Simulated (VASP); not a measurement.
Here is a VASP 6.6.1 calculation.

File INCAR:

```
SYSTEM = In
PREC = Accurate
ENCUT = 450
EDIFF = 1E-6
ISMEAR = 1
SIGMA = 0.1
LREAL = .False.
LASPH = .True.
NELM = 120
ALGO = Normal
ISIF = 2
LWAVE = .False.
LCHARG = .False.
GGA = CA
KPAR = 4
```

KPOINTS

```
regular mesh
0
Gamma
  19 19 19
  0 0 0
```

POSCAR

```
In                                      
1.0
   -1.6658415342      1.6658415342      2.4833466787
    1.6658415342     -1.6658415342      2.4833466787
    1.6658415342      1.6658415342     -2.4833466787
  In            
     1
Direct
     0.0000000000000000    0.0000000000000000    0.0000000000000000
```

Potentials or basis: VASP PAW LDA potentials, release 64 (In_d).

Launch:

```bash
$ cat potpaw_LDA.64/In_d/POTCAR > POTCAR
$ mpirun -np 4 vasp_std > vasp.out
```

(1) What does it give for the band gap on the k mesh?

(2) Predict the pressure.

Results:

(1) none (metal or under the smearing width).

(2) -4.1 GPa.
